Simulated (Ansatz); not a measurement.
Task: a relaxation driven by ASE of Ca, space group Pm-3m, with Ansatz's Python interface. Give the script and its output. Use (first run): PBE, PAW, cutoff 420 eV, 6×6×6 k-points, cold smearing of 0.1 eV, D3BJATM dispersion.

```xyz
1
Lattice="2.6150 0.0000 0.0000 0.0000 2.6150 0.0000 0.0000 0.0000 2.6150" Properties=species:S:1:pos:R:3 pbc="T T T"
Ca    0.0000    0.0000    0.0000
```

`ca_ase_relax.py`:
```python
"""ASE drives the relaxation of Ca."""

import warnings

import ansatz
from ase import Atoms
from ase.calculators.calculator import Calculator, all_changes
from ase.filters import FrechetCellFilter
from ase.optimize import BFGSLineSearch
from ase.units import GPa
import numpy as np


class PlaneWaves(Calculator):
    implemented_properties = ["energy", "free_energy", "forces", "stress"]

    def calculate(self, atoms=None, properties=("energy",), system_changes=all_changes):
        super().calculate(atoms, properties, system_changes)
        bare = self.atoms.copy()
        bare.set_constraint()
        bare.set_momenta(None)
        job = (
            ansatz.Crystal.from_ase(bare).calculation()
            .basis(420)
            .kpoints(6, 6, 6)
            .pseudopotentials("paw")
            .occupations("cold", width=0.1)
            .functional("PBE", dispersion="d3bjatm")
            .forces()
            .stress()
        )
        report = job.run(threads=1, pin="off").report
        self.results["free_energy"] = report["lagrangian_ev"]
        self.results["energy"] = report.get("lagrangian_sigma0_ev", report["lagrangian_ev"])
        self.results["forces"] = np.array(report["forces_ev_ang"])
        s = -np.array(report["stress_gpa"]) * GPa  # ASE counts tension as positive
        self.results["stress"] = s[[0, 1, 2, 1, 0, 0], [0, 1, 2, 2, 2, 1]]

warnings.simplefilter("ignore")
atoms = Atoms(
    ["Ca"],
    cell=[(2.615, 0.0, 0.0), (0.0, 2.615, 0.0), (0.0, 0.0, 2.615)],
    scaled_positions=[
        (0.0, 0.0, 0.0),
    ],
    pbc=True,
)
atoms.calc = PlaneWaves()
before = atoms.get_potential_energy(), atoms.get_volume()
target = FrechetCellFilter(atoms)
optimiser = BFGSLineSearch(target, logfile=None)


def tell():
    fmax = np.linalg.norm(target.get_forces(), axis=1).max()
    print(f"step {optimiser.nsteps:2d}  E = {atoms.get_potential_energy():.5f} eV  fmax = {fmax:.4f}  V = {atoms.get_volume():.3f} A^3")


optimiser.attach(tell)
met = optimiser.run(fmax=0.03, steps=20)
print("threshold met:", bool(met), " energy gained:", round(before[0] - atoms.get_potential_energy(), 5), "eV")
print("cell lengths and angles:", np.round(atoms.cell.cellpar(), 3))
print(np.round(atoms.get_scaled_positions(), 4))
```

```console
$ python ca_ase_relax.py
step  0  E = -1815.22605 eV  fmax = 4.3461  V = 17.882 A^3
step  1  E = -1816.60447 eV  fmax = 0.8306  V = 32.583 A^3
step  2  E = -1816.68287 eV  fmax = 0.1979  V = 37.546 A^3
step  3  E = -1816.69133 eV  fmax = 0.0459  V = 41.218 A^3
step  4  E = -1816.69196 eV  fmax = 0.0064  V = 41.835 A^3
threshold met: True  energy gained: 1.46591 eV
cell lengths and angles: [ 3.471  3.471  3.471 90.    90.    90.   ]
[[0. 0. 0.]]
```

Caveats:
- Absolute energies stand on the zero of these potentials, so only differences at equal settings mean something. A total without «per atom» is that of the cell as typed.
- Dispersion corrections can be off by several per cent in the lattices of metals, and by several GPa in the pressure at a fixed cell.
- For a metal this k-point mesh is coarse: on a finer one energies can move by several to tens of meV an atom and pressures by half a GPa or more, differences at one mesh by less.
- At these settings the cell as given stands under about 39 GPa, so it isn't at this functional's equilibrium volume and may be a high-pressure phase.
- This isn't the structure that Ca takes at ambient conditions.
- Wall time of the script: 6.1 s on 1 thread of Arm Neoverse V1, on a shared host, peak memory 0.38 GiB.
